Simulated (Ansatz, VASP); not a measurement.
**Cs: VASP beside Ansatz**

```xyz
4
Lattice="5.4771 0.0000 0.0000 0.0000 9.9029 0.0000 0.0000 0.0000 9.2071" Properties=species:S:1:pos:R:3 pbc="T T T"
Cs    4.0277    6.0109    6.9053
Cs    1.4494    3.8920    2.3018
Cs    4.0277    8.8434    2.3018
Cs    1.4494    1.0595    6.9053
```

This isn't the form of Cs at room conditions, which is bcc.

Alike in both runs: task electric field gradients; functional PBE; k mesh 5 × 3 × 3; occupations methfessel-paxton of order 1, width 0.05 eV; no spin polarisation.

```csv
,VASP,Ansatz
version,VASP 6.6.1,Ansatz 0.2.0
potentials or method,"VASP PAW PBE potentials, release 64 (Cs_sv)","plane-wave PAW, scalar-relativistic"
plane-wave cutoff (eV),520,420
valence electrons in the cell,36,36
```

Ansatz gave:

| Property | Result |
| --- | --- |
| pressure (GPa) | -0.1 |
| rms of the force components (eV/Å) | 0.014 |
| Vzz of the field gradient on the site that differs most (V/Å²) | -1.2 |

Q: What did VASP give for the same quantities?

A: Pressure (GPa): -0.1; rms of the force components (eV/Å): 0.013; Vzz of the field gradient on the site that differs most (V/Å²): -1.3.

Atom by atom the forces differ by 0.000 eV/Å (rms over components). Ansatz warned: «gradients_without_spin_orbit».

The runs have no spin-orbit coupling, so splittings on Cs are missing.
